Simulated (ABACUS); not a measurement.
I under changes of volume

One of the cells (44.630 Å³/atom); the others are scaled copies at fixed shape and fractional positions:

```
CELL_PARAMETERS angstrom
-1.61746 1.61746 4.26481
1.61746 -1.61746 4.26481
1.61746 1.61746 -4.26481
ATOMIC_POSITIONS crystal
I 0.00000 0.00000 0.00000
```

```yaml
Program: ABACUS 3.10.1
Functional: PBE
Potentials_or_basis: PseudoDojo NC SR 0.4.1 PBE standard
Cutoff: 966 eV
Density_cutoff: 3864 eV
Basis: plane waves
k_mesh: 11 × 11 × 11
Occupations: fermi-dirac, width 0.05 eV
Spin: no spin polarisation
```

```csv
volume (Å³/atom),energy over the lowest point (meV/atom),pressure (GPa)
41.952,15.76,1.8
42.845,7.31,1.2
43.737,?,?
44.630,0.00,0.2
45.522,0.41,-0.3
46.415,3.10,-0.7
47.308,7.81,-1.0
```

**Question.** What does the run at 43.737 Å³/atom give?

**Answer.** Energy over the lowest point 2.19 meV/atom; pressure 0.7 GPa.

Worked out: A Birch-Murnaghan fit of order 3 (a polynomial in V^(-2/3)) to the other rows has its minimum at 44.93 Å³/atom with B0 = V·E''(V) = 22 GPa and B' = 5.3 at fixed shape and positions, which overstates the stiffness. It gives 2.19 meV/atom at 43.737 Å³/atom, against the run's 2.19, and -dE/dV = 0.6 GPa, against 0.7.

Energies are extrapolated to zero smearing.

Caveats: an odd number of electrons without spin polarisation forces a metal; a magnetic or distorted state may lie lower.
